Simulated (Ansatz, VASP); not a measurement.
HfO2 in VASP and in Ansatz

```
Hf O
1.0
     4.78123    0.00000    0.00000
     0.00000    4.78123    0.00000
     0.00000    0.00000    3.18390
Hf O
2 4
Direct
  0.50000 0.50000 0.50000
  0.00000 0.00000 0.00000
  0.80504 0.19496 0.50000
  0.69496 0.69496 0.00000
  0.30504 0.30504 0.00000
  0.19496 0.80504 0.50000
```

Change from the starting cell: volume scaled by 0.98.

Alike in both runs: task single point; functional PBEsol; k mesh 6 × 6 × 8; occupations fermi-dirac, width 0.05 eV; no spin polarisation.

```csv
,VASP,Ansatz
version,VASP 6.6.1,Ansatz 0.2.0
potentials or method,"VASP PAW PBE potentials, release 64 (Hf_pv, O), cutoff 520 eV","all-electron LAPW, scalar-relativistic"
```

```csv
,VASP,Ansatz,Ansatz less VASP
gap on the k mesh at the Fermi level (eV),3.95,4.00,+0.052
least direct gap on the mesh (eV),3.95,4.00,+0.052
pressure (GPa),4.0,6.9,+2.87
largest component of the traceless stress (GPa),0.40,0.87,+0.471
rms of the force components (eV/Å),0.017,0.040,+0.0228
```

Atom by atom the forces differ by 0.023 eV/Å (rms over components). Ansatz ran all-electron here, so the differences hold the error of VASP's frozen core and of both bases.

Caveats: spin-orbit coupling is left out, which moves the levels of the heavy elements; the PAW data sets were made with another functional, which shifts forces and pressure a little (VASP). A k mesh can miss the band edges.
